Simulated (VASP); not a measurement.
## Nb: relaxation of cell and atoms with r2SCAN

Crystal: Nb.

```
Nb
1.0
     2.85889    0.00000    0.00000
    -1.42944    2.47587    0.00000
     0.00000    0.00000    5.23623
Nb
2
Cartesian
  0.0000 1.6506 1.3091
  1.4294 0.8253 3.9272
```

The cell was built by a generator and needn't be a form met in nature.

| Item | Value |
| --- | --- |
| Program | VASP 6.6.1 |
| Task | relaxation of cell and atoms |
| Functional | r2SCAN |
| Potentials or basis | VASP PAW PBE potentials, release 64 (Nb_sv) |
| Cutoff | 600 eV |
| k mesh | 15 × 15 × 8 |
| Occupations | methfessel-paxton, width 0.1 eV |
| Spin | no spin polarisation |
| Further INCAR settings | ALGO = Normal; EDIFF = 1e-07; IBRION = 2; EDIFFG = -0.005; NSW = 90; ISIF = 3 |

```
Relaxed volume                         : 18.54 Å³/atom
Relaxed cell                           : a = 2.859 Å, b = 2.859 Å, c = 5.239 Å, α = 90.00°, β = 90.00°, γ = 120.00°
Space group after relaxing (to 0.05 Å) : P6_3/mmc (No. 194)
Energy gained by relaxing              : 0.0 meV/atom
Ionic steps                            : 2
Pressure after relaxing                : 0.0 GPa
Band gap on the k mesh                 : none (metal or under the smearing width)
```

Final structure:
```xyz
2
Lattice="2.8588 0.0000 0.0000 -1.4294 2.4758 0.0000 0.0000 0.0000 5.2387" Properties=species:S:1:pos:R:3 pbc="T T T"
Nb    0.0000    1.6505    1.3097
Nb    1.4294    0.8253    3.9290
```

Levels at points of the mesh, in eV from the Fermi level:
```
           k point  band 10  band 11  band 12  band 13  band 14  band 15  band 16  band 17
(0.00, 0.00, 0.00)    -4.15    -1.07     0.25     0.39     0.39     0.85     0.85     2.86
(0.00, 0.00, 0.50)    -4.94    -1.40    -1.40     0.46     0.46     0.46     0.46     3.97
```

Wall time 5.7 min on 1 thread of Intel(R) Xeon(R) 6975P-C (Granite Rapids) (shared host), peak memory 0.23 GiB.

Caveat: the PAW data sets were made with another functional, which shifts forces and pressure a little.
